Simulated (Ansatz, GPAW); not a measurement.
This is a calculation of CdTe for GPAW 26.7.0 (ASE script). 

run.py

```python
from ase import Atoms
from ase.dft.bandgap import bandgap
from ase.io import write
from ase.units import GPa
from gpaw import GPAW, PW

atoms = Atoms(['Te', 'Cd'],
              cell=[[0.0, 3.205, 3.205],
                    [3.205, 0.0, 3.205],
                    [3.205, 3.205, 0.0]],
              scaled_positions=[[0.75, 0.75, 0.75],
                                [0.0, 0.0, 0.0]],
              pbc=True)

calc = GPAW(mode=PW(600),
            xc='PBE',
            kpts={'size': (7, 7, 7), 'gamma': True},
            occupations={'name': 'methfessel-paxton', 'order': 0, 'width': 0.023},
            nbands=18,
            convergence={'density': 1e-05, 'energy': 1e-05},
            maxiter=150,
            txt='gpaw.txt')
atoms.calc = calc
energy = atoms.get_potential_energy()
forces = atoms.get_forces()
stress = atoms.get_stress()
calc.write('gs.gpw')
write('result.traj', atoms)
print(f'Energy: {energy:.6f} eV')
print('Forces (eV/A):')
print(forces.round(4))
print('Stress (GPa):', (stress / GPa).round(3))
print('Fermi level:', round(calc.get_fermi_level(), 4), 'eV')
print(f'Gap: {bandgap(calc)[0]:.4f} eV, direct: {bandgap(calc, direct=True)[0]:.4f} eV')
```

Potentials or basis: GPAW PAW data sets (gpaw-data 1.2.1), pw.

Run with:

```sh
$ OMP_NUM_THREADS=1 python run.py
```

Question: Translate it to Ansatz 0.2.0. Potentials or basis there: all-electron LAPW, scalar-relativistic.

Answer: As run (cutoffs and basis follow the program's own potentials, and thresholds, step limits or extra output files can differ):

input.yaml

```yaml
crystal:
  lattice:
    - [0.0, 3.205, 3.205]
    - [3.205, 0.0, 3.205]
    - [3.205, 3.205, 0.0]
  atoms:
    - { symbol: Te, position: [0.75, 0.75, 0.75] }
    - { symbol: Cd, position: [0.0, 0.0, 0.0] }
kpoints:
  mp_grid: { grid: [7, 7, 7] }
scf:
  occupations: { method: gaussian, width: 0.023 }
hamiltonian:
  xc: pbe
  pseudopotentials: { kind: all_electron, lapw: { basis_error: 0.001 } }
output:
  forces: true
  stress: true
  eigenvalues: true
```

Potentials or basis: all-electron LAPW, scalar-relativistic.

The run is started by

```bash
$ ansatz run input.yaml --threads 1 --pin off --max-ram 3072MiB --backend cpu --events-out ev --progress --plain --runs-dir out
```

Both were run:

|  | GPAW | Ansatz |
| --- | --- | --- |
| Pressure | 3.8 GPa | 4.3 GPa |

Where Ansatz's input types no cutoff or centring, it takes its own default and a Γ-centred mesh.

Pressure is positive in compression.
